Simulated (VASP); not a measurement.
Set up this calculation in VASP 6.6.1, as the native input.

- Task: single point
- Functional: PBE
- Potentials or basis: VASP PAW PBE potentials, release 64 (Ti_sv, Co)
- Cutoff: 520 eV
- k mesh: 6 × 6 × 6
- Occupations: gaussian, width 0.1 eV
- Spin: collinear spin, typed start
- Starting moments: [-1.0, 3.0] μB
- Dipole correction: no
- Further INCAR settings: ALGO = Fast; EDIFF = 1e-06; NBANDS = 22

The structure of TiCo lies in POSCAR:

```
TiCo
1.0
    2.9861109900      0.0000000000      0.0000000000
    0.0000000000      2.9861109900      0.0000000000
    0.0000000000      0.0000000000      2.9861109900
Ti Co
1 1
Direct
    0.0000000000      0.0000000000      0.0000000000
    0.5000000000      0.5000000000      0.5000000000
```

The cell comes from a database or a generator and needn't be the stable form of this composition.

These files were run (other wordings do the same):

INCAR

```
PREC = Accurate
ENCUT = 520
EDIFF = 1E-6
ISMEAR = 0
SIGMA = 0.1
LREAL = False
LASPH = True
NELM = 150
ALGO = Fast
ISIF = 2
LWAVE = False
LCHARG = False
ISPIN = 2
MAGMOM = -1 3
LORBIT = 11
LMAXMIX = 4
GGA = PE
NBANDS = 22
```

KPOINTS

```
Automatic mesh
0
Gamma
  6 6 6
```

Potentials or basis: VASP PAW PBE potentials, release 64 (Ti_sv, Co).

The run is started by

```console
$ cat potpaw_PBE.64/Ti_sv/POTCAR potpaw_PBE.64/Co/POTCAR > POTCAR
$ mpirun -np 1 vasp_std > vasp.out
```

Results of the run:

- Pressure: -2.2 GPa
- Band gap on the k mesh: none (metal or under the smearing width)
- Net moment: 0.37 μB per cell
- Site moments: Ti -0.09; Co +0.51 μB
- Valence electrons inside the program's atomic spheres: Ti 10.28; Co 8.30

It took 31 s on 1 thread of AMD EPYC 7R13 Processor (Zen 3) (shared host), peak memory 0.12 GiB.
